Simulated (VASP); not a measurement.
The system is BeTe.

```
Be Te
1.0
     0.00000    2.77000    2.77000
     2.77000    0.00000    2.77000
     2.77000    2.77000    0.00000
Be Te
1 1
Direct
  0.00000 0.00000 0.00000
  0.25000 0.25000 0.25000
```

* Program: VASP 6.6.1
* Task: relaxation of cell and atoms
* Functional: PBEsol
* Potentials or basis: VASP PAW PBE potentials, release 64 (Be, Te)
* Cutoff: 600 eV
* k mesh: 8 × 8 × 8
* Occupations: gaussian, width 0.03 eV
* Spin: no spin polarisation

At the start: pressure 2.5 GPa; volume 21.25 Å³/atom.

Problem. Where does the relaxation end?

Solution. Over 3 steps the energy falls by 6.5 meV/atom and the volume is 22.10 Å³/atom (+4.0 %); space group F-43m (No. 216, to 0.05 Å).

The path:
```tsv
step	energy change (eV)	largest force (eV/Å)	pressure (GPa)	volume (Å³)
1	0.0000	0.0000	2.54	42.51
2	-0.0122	0.0000	-0.55	44.61
3	-0.0129	0.0000	0.00	44.19
```

Final structure:
```
CELL_PARAMETERS angstrom
0.00000 2.80614 2.80614
2.80614 0.00000 2.80614
2.80614 2.80614 0.00000
ATOMIC_POSITIONS crystal
Be 0.00000 0.00000 0.00000
Te 0.25000 0.25000 0.25000
```

Caveat: the PAW data sets were made with another functional, which shifts forces and pressure a little.
